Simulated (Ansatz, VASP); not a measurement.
**CoO in two plane-wave programs**

Aim: how closely do two programs agree when they are given the same cell, functional and k mesh? Of the first pair: The cell is taken from a series of runs on this material, whose earlier steps may have relaxed, scaled, displaced or heated it; both programs get it as it stands.

Main program and level: Ansatz 0.2.0; plane waves, with VASP 6.6.1 beside it; relaxation of cell and atoms at PBE, DFT+U and relaxation of cell and atoms at PBE with D3(BJ), DFT+U.

## 1. Set-up

It takes space group R-3m (No. 166, trigonal). The conventional cell has a = 3.001 Å, b = 3.001 Å, c = 7.305 Å, α = 90.00°, β = 90.00°, γ = 120.00°. Nearest to Co lie 6 O at 2.12 Å. O has 6 Co at 2.12 Å nearest. Farther neighbours and most contacts between anions are not listed.

## 2. Ansatz: relaxation of cell and atoms, PBE, DFT+U

Ansatz runs on its default PAW (the set named soft_2) files.

The relaxed volume is the usual yardstick between codes: in a stiff, nearly cubic crystal its relative difference is about their pressure difference at one cell divided by the bulk modulus.

input.yaml

```yaml
crystal:
  lattice:
    - [2.1219047857, 0.0, -2.1219047857]
    - [2.1219047857, -2.1219047857, 0.0]
    - [-2.1042138948, -2.1042138948, -4.2261186805]
  atoms:
    - { symbol: Co, position: [0.0, 0.5, 0.5], spin: -2.76 }
    - { symbol: Co, position: [0.0, 0.0, 0.0], spin: 2.76 }
    - { symbol: O, position: [0.5, 0.25, 0.75] }
    - { symbol: O, position: [0.5, 0.75, 0.25] }
kpoints:
  mp_grid: { grid: [12, 12, 12] }
hamiltonian:
  xc: pbe
  hubbard: { sites: [{ species: Co, l: d, u_eff: 3.32 }] }
scf:
  occupations: { method: gaussian, width: 0.02 }
output:
  forces: true
  stress: true
  eigenvalues: true
  populations: true
magnetization:
  spin_polarized: true
relax:
  adjacent_minimum: "off"
  f_tol: 0.001
  max_steps: 60
  cell: { stress_tol: 0.01 }
```

Launch:

```
$ ansatz run input.yaml --threads 4 --pin off --max-ram 14336MiB --backend cpu --events-out ev --progress --plain --runs-dir out
```

Numbers of over 12 decimals in the logs are rounded to 6 here.

The log of the run:

```text
Co: projections on atomic orbitals take those of the free atom [Ne] 3s2 3p6 3d7 4s2, of charge +0.00 (hamiltonian.pseudopotentials.projection_atoms); the dataset's partial waves leave at most 1.4e-6 of an orbital's norm unspanned inside its sphere
O: projections on atomic orbitals take those of the free atom [He] 2s2 2p4, of charge +0.00 (hamiltonian.pseudopotentials.projection_atoms); the dataset's partial waves leave at most 1.9e-8 of an orbital's norm unspanned inside its sphere
Engine: ansatz 0.2.0, aarch64-unknown-linux-gnu
Pseudopotentials: kind: paw
Pseudopotential: Co, paw, valence charge 17, recommended cutoff 420 eV (normal), Co.paw.azcp
Pseudopotential: O, paw, valence charge 6, recommended cutoff 420 eV (normal), O.paw.azcp
Functional definition: PBE
  parameter kappa = 0.804
  parameter beta = 0.066725
  exchange = pbe_x(kappa = kappa, mu = beta*pi^2/3)
  correlation = pbe_c(beta = beta)
Crystal: 4 atoms, lattice volume = 37.976 Å³
Basis set: ecut = 420 eV, 707 PW (Γ), exchange–correlation on 48×48×72 points (8 copies of the dense FFT grid, shifted against one another)
Bands: 31, of which v1, the nominal top of the filled ones, is band 23 counted from 1 (22 counted from 0)
Symmetry: 12 space group operations
Space group: R-3m (ITA 166), of the structure as read, at distance tolerance 3.4e-5 Å
Magnetic group: BNS 166.102 (UNI 1332), of the structure as read, at distance tolerance 3.4e-5 Å
k-points: 189 of 1728
Non-local potential: Co, projectors of the file, l = 0: 3, l = 1: 2, l = 2: 3, l = 3: 1
Non-local potential: O, projectors of the file, l = 0: 2, l = 1: 2, l = 2: 1
PAW form: soft (Blöchl's): semilocal exchange-correlation on the pseudo side does not see the compensation charge
PAW one-centre angular grid: Co, 590 points (default); XC on 64 Gauss nodes
PAW one-centre angular grid: O, 110 points (default); XC on 64 Gauss nodes
Initial density: superposition of atomic densities (chi_scale 0.1, normalization cell, long waves kept (reshape's long-wave potential 0.00 eV rms))
Starting moments: Σ|m| = 5.52 μB on 2 of 4 sites
Starting magnetic order: antiferromagnet; a translation exchanges its spin sublattices: spin-degenerate at every k-point
Initial wavefunctions: pseudopotential atomic-orbital guess
Functional: x = pbe(κ = 0.804, μ = 0.219515), c = pbe(β = 0.066725)
SCF iter   1: F=—  HF=-11384.456429 eV  |F-HF|=—  |Δ(HF+E_count)|=         —  Δρ=2.45e-1 (↑2.45e-1 ↓2.45e-1)  dr2=5.53e1  dr2_m=5.08e0  M=0.000 μB ∫|m|=2.883 μB  β_m=0.30  ethr=3.10e-3  ⟨swp⟩=5.0  Hψ=21155  notcnv=0
preconditioner: auto → Kerker (q_TF=auto, 2.817 Å⁻¹)  [metal: Δε(μ)=0.002 eV  Ē_g=12.324 eV  σ=0.020 eV  W_gap=0.05  n_scr=16 (ndim 8)  ℏωp=33.0 eV  f_vac=0.000  D(μ)=6.65/eV (n_scr^D=110)]
spin=Collinear: Kerker preconditioning applied to the charge; magnetization (m = ρ↑ − ρ↓) channel mixes plain (no charge-response kernel on spin).
SCF iter   2: F=—  HF=-11380.592029 eV  |F-HF|=—  |Δ(HF+E_count)|=    3.86e0  Δρ=8.37e-2 (↑8.37e-2 ↓8.37e-2)  dr2=2.56e0  dr2_m=1.08e0  M=0.000 μB ∫|m|=5.301 μB  β_m=1.00  ethr=3.10e-3  ⟨swp⟩=3.0  Hψ=13732  notcnv=0  defer=597
SCF iter   3: F=—  HF=-11380.521215 eV  |F-HF|=—  |Δ(HF+E_count)|=   7.08e-2  Δρ=3.38e-2 (↑3.38e-2 ↓3.38e-2)  dr2=6.76e-1  dr2_m=4.57e-3  M=0.000 μB ∫|m|=5.303 μB  β_m=1.00  ethr=3.10e-3  ⟨swp⟩=2.5  Hψ=10710  notcnv=0  defer=615
SCF iter   4: F=—  HF=-11380.960839 eV  |F-HF|=—  |Δ(HF+E_count)|=   4.40e-1  Δρ=2.74e-2 (↑2.74e-2 ↓2.74e-2)  dr2=6.55e-1  dr2_m=3.32e-2  M=0.000 μB ∫|m|=5.124 μB  β_m=0.30  ethr=1.47e-3  ⟨swp⟩=3.0  Hψ=11038  notcnv=0  defer=615
Mixer restart at iter 4: flushing history
spin-set hold released at iteration 4 (site moments contracting): the magnetisation degrees of freedom join the quasi-Newton model from the next iteration; the mixer history was flushed
SCF iter   5: F=—  HF=-11380.983293 eV  |F-HF|=—  |Δ(HF+E_count)|=   2.25e-2  Δρ=1.41e-2 (↑1.41e-2 ↓1.41e-2)  dr2=3.76e-2  dr2_m=3.23e-2  M=0.000 μB ∫|m|=5.310 μB  β_m=0.39  ethr=1.42e-3  ⟨swp⟩=2.9  Hψ=9987  notcnv=0  defer=548
SCF iter   6: F=—  HF=-11385.584951 eV  |F-HF|=—  |Δ(HF+E_count)|=         —  Δρ=4.80e-2 (↑4.80e-2 ↓4.80e-2)  dr2=3.36e-1  dr2_m=3.99e-1  M=0.000 μB ∫|m|=5.416 μB  β_m=1.00  ethr=8.17e-5  ⟨swp⟩=2.0  Hψ=6258  notcnv=0  defer=548
Mixer restart at iter 6: flushing history
SCF iter   7: F=—  HF=-11382.947657 eV  |F-HF|=—  |Δ(HF+E_count)|=    2.64e0  Δρ=8.05e-3 (↑8.05e-3 ↓8.05e-3)  dr2=4.38e-2  dr2_m=4.01e-3  M=0.000 μB ∫|m|=5.470 μB  β_m=0.39  ethr=1.09e-4  ⟨swp⟩=3.0  Hψ=12170  notcnv=0  defer=548
SCF iter   8: F=—  HF=-11382.946717 eV  |F-HF|=—  |Δ(HF+E_count)|=   9.40e-4  Δρ=4.96e-3 (↑4.96e-3 ↓4.96e-3)  dr2=1.43e-2  dr2_m=1.95e-3  M=0.000 μB ∫|m|=5.465 μB  β_m=0.62  ethr=9.51e-5  ⟨swp⟩=2.0  Hψ=8281  notcnv=0  defer=601
[...]
SCF iter   3: F=—  HF=-11383.005580 eV  |F-HF|=—  |Δ(HF+E_count)|=   1.75e-6  Δρ=7.31e-5 (↑7.31e-5 ↓7.31e-5)  dr2=2.13e-6  dr2_m=9.56e-7  M=0.000 μB ∫|m|=5.503 μB  β_m=0.51  ethr=1.18e-8  ⟨swp⟩=2.7  Hψ=8507  notcnv=0
SCF iter   4: F=-11383.005582 eV  HF=-11383.005582 eV  |F-HF|=9.50e-8  |Δ(HF+E_count)|=   1.72e-6  Δρ=2.50e-5 (↑2.50e-5 ↓2.50e-5)  dr2=3.59e-7  dr2_m=1.00e-7  M=0.000 μB ∫|m|=5.503 μB  ethr=8.70e-10  ⟨swp⟩=2.2  Hψ=21081  notcnv=0
SCF 6 converged in 4 iterations: F = -11383.005582 eV  dr2 = 3.59e-7
relax step   6: F+E_penalty+E_count = -11383.00558169 eV  Δ(F+E_penalty+E_count) = +3.016e-4 eV  max|allowed force component| = 9.308e-29 eV/Å  Δτ_max = 0.0000 Å  P = +0.020 GPa  Ω = 39.948 Å³  energy of the carried Pulay correction = -4.376e-4 eV  (4 SCF iters, dr2 threshold 4.00e-7 eV, accepted)
[...]
relax step   7: F+E_penalty+E_count = -11383.00556105 eV  Δ(F+E_penalty+E_count) = +2.064e-5 eV  max|allowed force component| = 2.036e-28 eV/Å  Δτ_max = 0.0000 Å  P = +0.001 GPa  Ω = 39.952 Å³  energy of the carried Pulay correction = -4.589e-4 eV  (6 SCF iters, dr2 threshold 1.28e-9 eV, accepted)
[...]
relax step   8: F+E_penalty+E_count = -11383.00606223 eV  Δ(F+E_penalty+E_count) = -5.012e-4 eV  max|allowed force component| = 1.799e-28 eV/Å  Δτ_max = 0.0000 Å  P = +0.007 GPa  Ω = 39.952 Å³  stress off target by 9.55e-3 GPa  SCF on the basis re-selected at this cell (its energy is not comparable with the rows above)  (6 SCF iters)
basis re-selected at this cell: Δ(F+E_penalty+E_count) = -5.012e-4 eV, ΔP = +0.006 GPa vs the last step (what re-selecting the basis moved, of the pressure what is left beyond the Pulay correction that the steps carried, after the strain that the cell walked since its last selection, with what the two solves' SCF thresholds leave and, on support functions, any second-order correction that the steps lacked; it is no m [...]
SCF converged after 6 iterations
Magnetization: 0.0000 μB (23.0000 up, 23.0000 down)
Absolute magnetization: 5.4989 μB (∫|ρ↑−ρ↓|, with the PAW one-centre terms)
Spin contamination: 2.9030 ħ² per cell (⟨S²⟩ above its minimum at these occupations)
Per-site moments (μB) at R_I (Å): [(-2.545613, 0.888374), (2.545613, 0.888374), (1.2530659017313479e-16, 0.888374), (-9.778147178956921e-17, 0.888374)]
Free energy (F): -11383.006062 eV
Harris-Foulkes:  -11383.006062 eV  (|F-HF|=1.82e-12)
Internal energy: -11383.006062 eV  (E = F + TS)
E sigma→0 (E₀):  -11383.006062 eV
Fermi energy:    13.239162 eV
--- Per-component energies (eV) ---
  E_band       = -658.566067
  E_kinetic    = 1232.294910
  E_local      = -6965.925199  (includes V_loc(G=0)·N_el)
  E_nonlocal   = 1029.344918
  E_hartree    = 2856.138266
  E_xc         = -456.881881
  E_vxc        = -587.000562  (∫ρ·V_xc dr)
  E_hubbard    = 1.105886  (on-site DFT+U / exact-exchange correction)
  E_vhub       = -22.039445  (the Hubbard potential's part of the band-sum identity)
  E_paw        = -3354.257707  (= ΣΔE_a)
  E_vpaw       = -1057.522007  (= ΣTr[D̂ρ^β])
  E_aug_tail   = 0.004807  (compensation charges beyond the density's cutoff)
  E_ewald      = -5724.830062
  E_smearing   = -0.000000  (= −TS)
  E_closure    = -0.000000  (closes the sum)
  Σ components = -11383.006062   (vs F -11383.006062, Δ=0.00e0)
--- Forces (eV/Å), atoms counted from 1 ---
  atom   1  Co     0.00000000    -0.00000000    -0.00000000
  atom   2  Co     0.00000000    -0.00000000     0.00000000
  atom   3  O     -0.00000000    -0.00000000    -0.00000000
  atom   4  O      0.00000000     0.00000000     0.00000000
  max |Σ_I F_I| component: 7.83e-28 eV/Å
--- Stress (GPa, compression-positive) ---
        0.007339      -0.002208      -0.002208
       -0.002208       0.007339      -0.002208
       -0.002208      -0.002208       0.007339
  P = ⅓ Tr σ = 0.0073 GPa (0.073 kbar)
--- Band table (eV; the first three rows and the last of 378) ---
  k-point 0 ↑: bands = [... 19 lower, 10.6997, 10.7395, 11.1102, 11.1102, 14.3235, 14.8067, 16.0069, 16.0069, ... 4 higher]
  k-point 1 ↑: bands = [... 19 lower, 10.7878, 10.7878, 11.2186, 11.2186, 14.4686, 14.7938, 15.9934, 15.9934, ... 4 higher]
  k-point 2 ↑: bands = [... 19 lower, 10.7948, 10.7948, 11.4343, 11.4343, 14.7180, 14.8868, 15.9561, 15.9561, ... 4 higher]
  k-point 188 ↓: bands = [... 19 lower, 10.9300, 11.2728, 11.4534, 11.6588, 14.9779, 15.7703, 15.8743, 21.4318, ... 4 higher]
Occupation matrices written to <dir>
--- Relaxed structure (6 steps of the walk, 6 accepted, 2 SCFs on fresh bases) ---
  F+E_penalty+E_count = -11383.00606223 eV   max|allowed force component| = 1.799e-28 eV/Å   (the final SCF, on the basis selected at the relaxed cell)
  cell:  # Å, volume = 39.9525 Å³
    - [2.161085, -4.336808689942018e-18, -2.161085]
    - [2.161085, -2.161085, -7.806255641895632e-18]
    - [-2.131171, -2.131171, -4.292257]
  atoms:
    - { symbol: Co, position: [-5.551115123125783e-17, 0.500000, 0.500000] }
    - { symbol: Co, position: [-5.551115123125783e-17, 0.0, 0.0] }
    - { symbol: O, position: [0.500000, 0.25, 0.75] }
    - { symbol: O, position: [0.500000, 0.75, 0.25] }
--- Löwdin populations: 4 sites ---
  site symbol       q [e]    m [muB]
     0     Co     15.8246    -2.6344
     1     Co     15.8246     2.6344
     2      O      7.0508     0.0000
     3      O      7.0508     0.0000
  spilling = 0.005418 (of n_electrons = 46.000000)
```

[end of part 1 of 3]

[Lines on the potential files, build, host, timing and source positions are cut from VASP's logs without a mark.]

[Logs are printed without paths, hosts, clocks, repeated set-up lines and the standing remarks that a program may print on its own settings, such as how far it seeks lower states.]

[Hosts, paths, dates, database ids (printed as entryN), source tags and the programs' standing remarks are cut or masked in the printed files.]
